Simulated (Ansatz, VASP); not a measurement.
## Au: VASP beside Ansatz

```xyz
1
Lattice="1.2464 -2.3271 0.0000 1.2464 2.3271 0.0000 0.0000 0.0000 3.6341" Properties=species:S:1:pos:R:3 pbc="T T T"
Au    0.0000    0.0000    0.0000
```

Alike in both runs: task relaxation of cell and atoms; functional PBE; k mesh 8 × 8 × 6; occupations gaussian, width 0.1 eV; no spin polarisation.

|  | VASP | Ansatz |
| --- | --- | --- |
| version | VASP 6.6.1 | Ansatz 0.2.0 |
| potentials or method | VASP PAW PBE potentials, release 64 (Au) | scalar-relativistic, plane waves, PAW |
| plane-wave cutoff (eV) | 600 | 420 |
| valence electrons in the cell | 11 | 19 |

VASP gave:

```
gap on the k mesh at the Fermi level, each at its own relaxed structure (eV) : none
relaxed volume (Å³/atom)                                                     : 19.20
relaxed cell length with the largest relative difference (Å)                 : 2.806
energy change over the relaxation (meV/atom)                                 : -507
```

Question: Which values does Ansatz return?

Answer: gap on the k mesh at the Fermi level, each at its own relaxed structure (eV): none; relaxed volume (Å³/atom): 19.25; relaxed cell length with the largest relative difference (Å): 2.809; energy change over the relaxation (meV/atom): -513.

A gap of «none» marks a metal or a gap that the smearing closes. The two sets of potentials don't hold the same shells in valence.

Spin-orbit coupling is left out, which matters for the levels of Au.
